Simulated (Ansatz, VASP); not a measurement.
# Cross-check of InGe2 between VASP and Ansatz, part 2 of 2

One calculation is typed for both programs; each brings its own data sets. How far apart do they land? The cell is generated by rule, not measured, and may not be a known phase. The cell is taken from a series of runs on this material, whose earlier steps may have relaxed, scaled, displaced or heated it; both programs get it as it stands.

VASP 6.6.1 and Ansatz 0.2.0.

So far: Set-up; VASP: zone-centre phonons, PBE.

The structure was built from a prototype and need not be the compound's stable phase.

**3. Ansatz: zone-centre phonons, PBE**

Level of this step: Ansatz beside VASP: Kohn-Sham DFT, plane waves, PBE (Ansatz).

Ansatz runs on its NC files.

The same cell, functional, mesh and smearing now go to Ansatz, which takes its cutoff from its data sets.

The input, input.yaml:

```yaml
crystal:
  lattice:
    - [4.0079402553, 0.0, 0.0]
    - [-2.0039701276, 3.470978078, 0.0]
    - [0.0, 0.0, 5.1330865946]
  atoms:
    - { symbol: In, position: [0.0, 0.0, 0.0] }
    - { symbol: Ge, position: [0.3333333333, 0.6666666667, 0.3950229421] }
    - { symbol: Ge, position: [0.6666666667, 0.3333333333, 0.6049770579] }
kpoints:
  mp_grid: { grid: [12, 12, 8] }
hamiltonian:
  xc: pbe
  pseudopotentials: { kind: nc }
scf:
  occupations: { method: methfessel_paxton, width: 0.2 }
output:
  eigenvalues: true
phonons:
  method: dfpt
```

The run is started by

```bash
$ ansatz run input.yaml --threads 8 --pin off --max-ram 14336MiB --backend cpu --events-out ev --progress --plain --runs-dir out
```

Numbers of over 12 decimals in the logs are rounded to 6 here.

The program printed:

```text
Engine: ansatz 0.2.0, aarch64-unknown-linux-gnu
Pseudopotentials: kind: nc
Pseudopotential: In, nc, valence charge 13, recommended cutoff 952.398519 eV (normal), In.nc.azcp
Pseudopotential: Ge, nc, valence charge 14, recommended cutoff 1061.244064 eV (normal), Ge.nc.azcp
Functional definition: PBE
  parameter kappa = 0.804
  parameter beta = 0.066725
  exchange = pbe_x(kappa = kappa, mu = beta*pi^2/3)
  correlation = pbe_c(beta = beta)
Crystal: 3 atoms, lattice volume = 71.409 Å³
Basis set: ecut = 1061.244064 eV, 5631 PW (Γ), exchange–correlation on 90×90×120 points (8 copies of the dense FFT grid, shifted against one another)
Bands: 25, of which v1, the nominal top of the filled ones, is band 21 counted from 1 (20 counted from 0)
Symmetry: 12 space group operations
k-points: 320 of 1152 (irreducible under 2 space group operations, time reversal used)
Non-local potential: In, projectors of the file, l = 0: 2, l = 1: 2, l = 2: 2, l = 3: 1
Non-local potential: Ge, projectors of the file, l = 0: 2, l = 1: 2, l = 2: 2
Initial density: superposition of atomic densities (chi_scale 0.1, normalization cell, long waves kept (reshape's long-wave potential 0.01 eV rms))
Initial wavefunctions: pseudopotential atomic-orbital guess
Functional: x = pbe(κ = 0.804, μ = 0.219515), c = pbe(β = 0.066725)
SCF iter   1: F=—  HF=-6668.456231 eV  |F-HF|=—  |Δ(HF+E_count)|=         —  Δρ=2.23e-2  dr2=2.72e-1  ethr=3.10e-3  ⟨swp⟩=5.5  Hψ=32337  notcnv=0
preconditioner: auto → Kerker (q_TF=auto, 2.487 Å⁻¹)  [metal: Δε(μ)=0.012 eV  Ē_g=19.591 eV  σ=0.200 eV  W_gap=0.05  n_scr=22 (ndim 8)  ℏωp=28.1 eV  f_vac=0.000  D(μ)=1.11/eV (n_scr^D=2)]
SCF iter   2: F=—  HF=-6668.411703 eV  |F-HF|=—  |Δ(HF+E_count)|=   4.45e-2  S|Δr|=    0.00e0  Δρ=1.33e-2  dr2=1.10e-1  ethr=6.64e-4  ⟨swp⟩=1.0  Hψ=10560  notcnv=0
SCF iter   3: F=—  HF=-6668.396621 eV  |F-HF|=—  |Δ(HF+E_count)|=   1.51e-2  S|Δr|=    0.00e0  Δρ=3.04e-3  dr2=5.73e-3  ethr=2.69e-4  ⟨swp⟩=2.0  Hψ=11197  notcnv=0
SCF iter   4: F=—  HF=-6668.396597 eV  |F-HF|=—  |Δ(HF+E_count)|=   2.32e-5  S|Δr|=    0.00e0  Δρ=1.28e-3  dr2=4.47e-4  ethr=1.40e-5  ⟨swp⟩=2.0  Hψ=14538  notcnv=0
SCF iter   5: F=—  HF=-6668.396537 eV  |F-HF|=—  |Δ(HF+E_count)|=   6.04e-5  S|Δr|=    0.00e0  Δρ=2.22e-4  dr2=3.24e-5  ethr=1.09e-6  ⟨swp⟩=2.1  Hψ=14443  notcnv=0
SCF iter   6: F=—  HF=-6668.396559 eV  |F-HF|=—  |Δ(HF+E_count)|=   2.24e-5  S|Δr|=    0.00e0  Δρ=9.67e-5  dr2=4.39e-6  ethr=7.91e-8  ⟨swp⟩=3.5  Hψ=16201  notcnv=0
SCF iter   7: F=—  HF=-6668.396557 eV  |F-HF|=—  |Δ(HF+E_count)|=   2.50e-6  S|Δr|=    0.00e0  Δρ=2.53e-5  dr2=3.21e-7  ethr=1.07e-8  ⟨swp⟩=2.5  Hψ=14905  notcnv=0
SCF iter   8: F=—  HF=-6668.396386 eV  |F-HF|=—  |Δ(HF+E_count)|=   1.71e-4  S|Δr|=    0.00e0  Δρ=5.34e-6  dr2=2.40e-8  ethr=7.84e-10  ⟨swp⟩=2.9  Hψ=16298  notcnv=0
SCF iter   9: F=—  HF=-6668.396386 eV  |F-HF|=—  |Δ(HF+E_count)|=   6.20e-9  S|Δr|=    0.00e0  Δρ=8.31e-7  dr2=5.79e-10  ethr=5.86e-11  ⟨swp⟩=2.8  Hψ=15380  notcnv=0
SCF iter  10: F=—  HF=-6668.396386 eV  |F-HF|=—  |Δ(HF+E_count)|=  3.99e-10  S|Δr|=    0.00e0  Δρ=2.47e-7  dr2=8.95e-11  ethr=1.41e-12  ⟨swp⟩=3.2  Hψ=17004  notcnv=0
SCF iter  11: F=—  HF=-6668.396386 eV  |F-HF|=—  |Δ(HF+E_count)|=  4.55e-12  S|Δr|=    0.00e0  Δρ=1.12e-7  dr2=1.42e-11  ethr=1.00e-12  ⟨swp⟩=1.3  Hψ=8299  notcnv=0
SCF iter  12: F=-6668.396386 eV  HF=-6668.396386 eV  |F-HF|=9.09e-13  |Δ(HF+E_count)|=  1.82e-12  S|Δr|=    0.00e0  Δρ=4.57e-8  dr2=1.42e-12  ethr=1.00e-12  ⟨swp⟩=11.7  Hψ=55441  notcnv=0
SCF 1 converged in 12 iterations: F = -6668.396386 eV  dr2 = 1.42e-12
DFPT response loops at Γ: preconditioner auto → Kerker (q_TF=auto, 2.487 Å⁻¹) (partly filled bands, converged f_vac=0.000); β = 1.00, the filter's whole step (`scf.mixing.beta` (0.50) is not read by the response loops under this deck's `scf.mixing.preconditioner`; to damp them name `kerker` or `kerker_dos`, under which they read `scf.mixing.beta`, and type it under 1.00, their step now; both keys bind the ground state too); Broyden in place of MSR1
SCF converged after 12 iterations
Stability not checked: this state was not tested for a lower state beside it, because cold or Methfessel-Paxton smearing, or corrected tetrahedra, fill the levels in a way that the test cannot read (fill_not_monotonic; see scf.lower_state_search)
Free energy (F): -6668.396386 eV
Harris-Foulkes:  -6668.396386 eV  (|F-HF|=9.09e-13)
Internal energy: -6668.396200 eV  (E = F + TS)
E sigma→0 (E₀):  -6668.396340 eV
Entropy (-TS):   -0.000187 eV (-0.062 meV/atom)
Fermi energy:    9.724226 eV
--- Per-component energies (eV) ---
  E_band       = -285.876719
  E_kinetic    = 4785.086760
  E_local      = -5372.135799  (includes V_loc(G=0)·N_el)
  E_nonlocal   = -2285.542067
  E_hartree    = 1846.146821
  E_xc         = -1731.803613
  E_vxc        = -1105.579264  (∫ρ·V_xc dr)
  E_ewald      = -3910.148302
  E_smearing   = -0.000187  (= −TS)
  E_closure    = -0.000000  (closes the sum)
  Σ components = -6668.396386   (vs F -6668.396386, Δ=0.00e0)
--- Band table (eV; the first three rows and the last of 320) ---
  k-point 0: bands = [... 17 lower, 4.8480, 9.5924, 9.5924, 10.7411, 11.9414, 11.9414, 13.9191, 16.9578]
  k-point 1: bands = [... 17 lower, 5.9114, 9.5947, 9.5947, 10.7704, 12.0384, 12.0384, 13.8363, 16.5041]
  k-point 2: bands = [... 17 lower, 7.2619, 9.6008, 9.6008, 10.8274, 12.3150, 12.3150, 13.5810, 15.5793]
  k-point 319: bands = [... 17 lower, 4.6482, 6.1006, 7.3929, 7.9142, 13.2674, 13.9417, 14.8635, 14.9213]
--- Phonons (Γ-DFPT): 4 representative perturbations + reference, on 320 of 1152 k-points (Σ response iterations 14) ---
  k mesh reduced under 2 symmetry operations, with k and −k counted as one. Each operation leaves every solved perturbation unchanged. A smaller set is not used because it would not reduce the number of displacements times k-points to solve
  ASR residual: 2.648e-4 → 0.000e0 eV/Å²; symmetrization residual: 1.356e-4 eV/Å²
  ASR residual per site (eV/Å²): 2.65e-4 1.58e-4 1.58e-4
  Γ frequencies (cm⁻¹): 0.00 0.00 0.00 50.67 50.67 89.25 159.05 196.67 196.67
  non-analytic LO–TO correction: not included (Born effective charges unavailable; polar crystals: no LO–TO splitting at Γ)
```

**4. Differences**

Known differences besides the potentials themselves: the cutoff is 1061.24 eV in Ansatz and 500 eV in VASP. Total energies have different zeros and are not compared.

The two programs side by side:

| quantity | Ansatz | VASP | difference |
| --- | --- | --- | --- |
| optical mode 1 to 2 (cm⁻¹) | 50.7 | 51.7 | -2.03 % |
| optical mode 3 (cm⁻¹) | 89.2 | 88.2 | +1.23 % |
| optical mode 4 (cm⁻¹) | 159.1 | 158.4 | +0.39 % |
| optical mode 5 to 6 (cm⁻¹) | 196.7 | 197.1 | -0.21 % |

Modes are paired by rising frequency, not by their patterns, so a pair may set unlike modes beside each other; they are those without the splitting of longitudinal modes.

**5. Summary of results**

```
r.m.s. difference of the optical zone-centre modes, each program's sorted by frequency (zone-centre phonons, PBE) : 0.83 cm⁻¹
difference in optical mode 1 to 2 (zone-centre phonons, PBE)                                                      : -2.0 %
```

**Reading.** The r.m.s. difference of the optical zone-centre modes, each program's sorted by frequency is 0.83 cm⁻¹ (zone-centre phonons, PBE). Among the rows given in per cent, the largest difference of the zone-centre phonons, PBE pair is in optical mode 1 to 2, -2.0 %. Such differences can come from data sets, numerical settings and the points named under the comparisons, not from the functional's error against experiment.

[Lines on the potential files, build, host, timing and source positions are cut from VASP's logs without a mark.]

[Logs are printed without paths, hosts, clocks, repeated set-up lines and the standing remarks that a program may print on its own settings, such as how far it seeks lower states.]

[Hosts, paths, dates, database ids (printed as entryN), source tags and the programs' standing remarks are cut or masked in the printed files.]
